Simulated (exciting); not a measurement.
Input of an exciting (release sodium) run:

input.xml

```xml
<input>
  <title>BAs</title>
  <structure speciespath="./" tshift="false">
    <crystal scale="1">
      <basevect>0.000000000000 4.513610848669 4.513610848669</basevect>
      <basevect>4.513610848669 0.000000000000 4.513610848669</basevect>
      <basevect>4.513610848669 4.513610848669 0.000000000000</basevect>
    </crystal>
    <species speciesfile="As.xml" rmt="2">
      <atom coord="0.750000000000 0.750000000000 0.750000000000"/>
    </species>
    <species speciesfile="B.xml" rmt="1.45">
      <atom coord="0.000000000000 0.000000000000 0.000000000000"/>
    </species>
  </structure>
  <groundstate do="fromscratch" ngridk="6 6 6" rgkmax="6" gmaxvr="14" lmaxapw="10" lmaxmat="10" lmaxvr="8" xctype="GGA_PBE" stype="Gaussian" swidth="0.00036749" nempty="10" ValenceRelativity="iora*" epsengy="1e-05" epspot="1e-05" maxscl="60" tforce="true" outputlevel="low"/>
</input>
```

Potentials or basis: all-electron LAPW+lo, shipped species files, valence relativity iora*.

Command:

```console
$ OMP_NUM_THREADS=1 exciting_smp
```

Predict the band gap on the k mesh.

1.29 eV, indirect (least direct gap 3.28 eV).

Caveat: rgkmax is low for these elements, so energy differences scatter by about 1 meV per atom. A k mesh can miss the band edges.
